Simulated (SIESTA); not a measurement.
Write the native input for SIESTA 5.4.2 that does the following.

* Task: band structure
* Functional: PBE
* Potentials or basis: SPMS 1.0 (PBE files) or PseudoDojo by element
* Basis: DZP (energy shift 0.003 Ry; two zetas on semicore shells)
* Grid cutoff: 800 Ry
* Energy shift: 0.003 Ry
* k mesh: 8 × 8 × 8
* Occupations: fermi-dirac, width 0.05 eV
* Spin: collinear spin, ferromagnetic start
* Starting moments: [1.0, 0.0] μB

Crystal: NiO.

```
Ni O
1.0
     0.00000    2.08590    2.08590
     2.08590    0.00000    2.08590
     2.08590    2.08590    0.00000
Ni O
1 1
Direct
  0.00000 0.00000 0.00000
  0.50000 0.50000 0.50000
```

These files were run (other wordings do the same):

NiO.fdf

```
SystemName                      NiO
SystemLabel                     NiO
NumberOfSpecies                 2
NumberOfAtoms                   2
%block ChemicalSpeciesLabel
  1  28 Ni
  2   8 O
%endblock ChemicalSpeciesLabel

LatticeConstant                 1.0 Ang
%block LatticeVectors
     0.0000000000     2.0859016414     2.0859016414
     2.0859016414     0.0000000000     2.0859016414
     2.0859016414     2.0859016414     0.0000000000
%endblock LatticeVectors
AtomicCoordinatesFormat         Ang
%block AtomicCoordinatesAndAtomicSpecies
     0.0000000000     0.0000000000     0.0000000000  1
     2.0859016414     2.0859016414     2.0859016414  2
%endblock AtomicCoordinatesAndAtomicSpecies

%block kgrid.MonkhorstPack
    8   0   0  0.0
    0   8   0  0.0
    0   0   8  0.0
%endblock kgrid.MonkhorstPack
XC.Functional                   GGA
XC.Authors                      PBE
PAO.BasisSize                   DZP
PAO.EnergyShift                 0.003 Ry
Mesh.Cutoff                     800 Ry
Spin                            polarized
%block DM.InitSpin
    1   1.000
    2   0.000
%endblock DM.InitSpin
OccupationFunction              FD
ElectronicTemperature           0.05 eV
MaxSCFIterations                200
SCF.MustConverge                false
SCF.Mixer.Method                Pulay
SCF.Mixer.Weight                0.1
SCF.Mixer.History               10
SCF.DM.Tolerance                5.0e-05
SCF.H.Tolerance                 1.0e-03 eV
WriteForces                     true
Charge.Mulliken                 end
BandLinesScale                  ReciprocalLatticeVectors
%block BandLines
    1    0.000000   0.000000   0.000000  \Gamma
   12    0.500000   0.000000   0.500000  X
    6    0.500000   0.250000   0.750000  W
    4    0.375000   0.375000   0.750000  K
   13    0.000000   0.000000   0.000000  \Gamma
   11    0.500000   0.500000   0.500000  L
    8    0.625000   0.250000   0.625000  U
    4    0.500000   0.250000   0.750000  W
    9    0.500000   0.500000   0.500000  L
    8    0.375000   0.375000   0.750000  K
    1    0.625000   0.250000   0.625000  U
    4    0.500000   0.000000   0.500000  X
%endblock BandLines
%block PAO.Basis
  Ni 5
  n=3 0 2
    2.432 0.000
  n=4 0 2
    6.695 0.000
  n=3 1 2
    2.721 0.000
  n=4 1 1
    6.695
  n=3 2 2
    4.466 0.000
%endblock PAO.Basis
```

Potentials or basis: SPMS 1.0 (PBE files) or PseudoDojo by element, DZP (energy shift 0.003 Ry; two zetas on semicore shells).

Command:

```bash
$ siesta NiO.fdf > NiO.out 2>&1
```

It gave:

The pressure is 0.0 GPa. The band gap on the k mesh is none (metal or under the smearing width) and the net moment is 1.16 μB per cell. The site moments are Ni +0.98; O +0.18 μB.

Caveat: short orbitals over semicore shells can move pressures by several GPa; the valence orbitals were made in a potential fitted to the semicore shell under them, which widens gaps by tenths of an eV or more; the basis of atomic orbitals isn't converged, which shifts pressures, moduli and gaps; a cell with one magnetic atom can't hold antiferromagnetic order, which such compounds often take; semilocal functionals often make such compounds metallic where correlation or magnetic order opens a gap, which also shifts bond lengths.

Run time: 100 s on 1 thread of Intel(R) Xeon(R) Platinum 8488C (Sapphire Rapids) (shared host), peak memory 0.27 GiB.
